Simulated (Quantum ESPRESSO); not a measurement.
Crystal: C.

```
C
1.0
     0.00000    1.78337    1.78337
     1.78337    0.00000    1.78337
     1.78337    1.78337    0.00000
C
2
Direct
  0.75000 0.75000 0.75000
  0.50000 0.50000 0.50000
```

This isn't the form of C at room conditions, which is graphite.

Program: Quantum ESPRESSO 7.5. Alike in all runs: task dielectric tensor; no spin polarisation; cell as given; cutoff (eV) 1116; smearing fermi-dirac 0.05 eV.

**Question.** Order these runs on this cell by their pressure, lowest first.
A. level LDA; potentials or basis PseudoDojo 0.4.1 SR LDA standard; k mesh 14 × 14 × 14, shifted; form of the LDA correlation PW92; mesh quality not flagged
B. level PBEsol; potentials or basis PseudoDojo 0.4.1 SR PBEsol standard; k mesh 4 × 4 × 4; mesh quality coarse
C. level BLYP; potentials or basis PseudoDojo 0.4.1 SR PBE standard; k mesh 14 × 14 × 14, shifted; mesh quality not flagged
D. level AM05; potentials or basis PseudoDojo 0.4.1 SR PBE standard; k mesh 14 × 14 × 14, shifted; mesh quality not flagged

**Answer.** A (-11.2 GPa), D (-5.5 GPa), B (-2.2 GPa), C (16.2 GPa).

Caveats: some runs use coarse meshes; the cell is more than 3 GPa from zero pressure, which shifts response properties (some runs); the potentials were made for another functional, which shifts forces and pressure (some runs).

Runs at the PBE level aren't shown here.
